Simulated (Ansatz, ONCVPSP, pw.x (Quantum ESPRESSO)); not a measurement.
**magnesium (Mg) (bcc): variants of one ONCV potential in the solid**

Mg (Z = 12), optimised norm-conserving Vanderbilt (ONCV), made with ONCVPSP 4.0.1.1 (patched build) (PBE, scalar-relativistic). Core [Ne], reference 3s2. Waves: 3s: rc 2.60 bohr, ncon 5, nbas 8, qcut 3.1 1/bohr, 1 projector; p scattering state at 0.37 Ha: rc 2.60 bohr, ncon 4, nbas 7, qcut 3.1 1/bohr, 2 projectors, debl 0.3 Ha; d scattering state at 0.17 Ha: rc 2.60 bohr, ncon 3, nbas 7, qcut 3.5 1/bohr, local. Local part: the d channel. Core correction: polynomial model core, fcfact 0.4.

In the p channel the program set the typed energies aside and used 0.050, 0.350 Ha.

Crystal test: bcc Mg in pw.x 7.5, no spin, 13³ k-points, Fermi–Dirac smearing 0.01 Ry, cutoffs set for each file from its atomic test. The reference is all-electron LAPW (Ansatz 0.2.0) with the same functional, mesh and smearing; V0 and B0 come from Birch–Murnaghan fits to the pressures at five volumes. Errors are pseudo minus all-electron; Δ is the rms difference of the E(V) curves that follow from these fits, minima aligned, over ±6 % about the mean V0. Mesh and smearing are coarse, so the numbers serve the comparison and aren't converged zero-temperature values; the lattice is a test structure that the element need not adopt.

All-electron: a0 = 3.583 Å (V0 = 22.99 Å³/atom), B0 = 34.7 GPa.

Base: The free energy does not fall steadily as the cutoff rises, most likely since the density grid, which shrinks with it, is too coarse for the model core; the lower cutoffs are not converged.

1 further variants are left out: they gave no file fit for a test, a broken result, the same result as the base, or pressures whose basis-set error rivals the error shown.

| change | cutoffs (Ry) | pw.x | a0 (Å) | a0 error (%) | B0 error (%) | Δ (meV/atom) | mean pressure error (GPa) |
| --- | --- | --- | --- | --- | --- | --- | --- |
| base | 50/200 | converged; energies reset by the program | 3.581 | -0.04 | -1.7 | 0.2 | -0.05 |
| s: qcut 3.7 | 50/200 | converged; energies reset by the program | 3.582 | -0.03 | -1.8 | 0.2 | -0.04 |
| p: rc 2.84 | 50/200 | converged; energies reset by the program | 3.581 | -0.04 | -1.7 | 0.3 | -0.05 |
| core correction polynomial model core, fcfact 0.66 | 50/200 | converged; energies reset by the program | 3.581 | -0.04 | -1.3 | 0.2 | -0.05 |

Task: Give the row for: core correction none.

Result: pw.x: converged; energies reset by the program; mean pressure error (GPa): +0.78; a0 (Å): 3.610; a0 error (%): +0.75; B0 error (%): -5.0; Δ (meV/atom): 3.9.
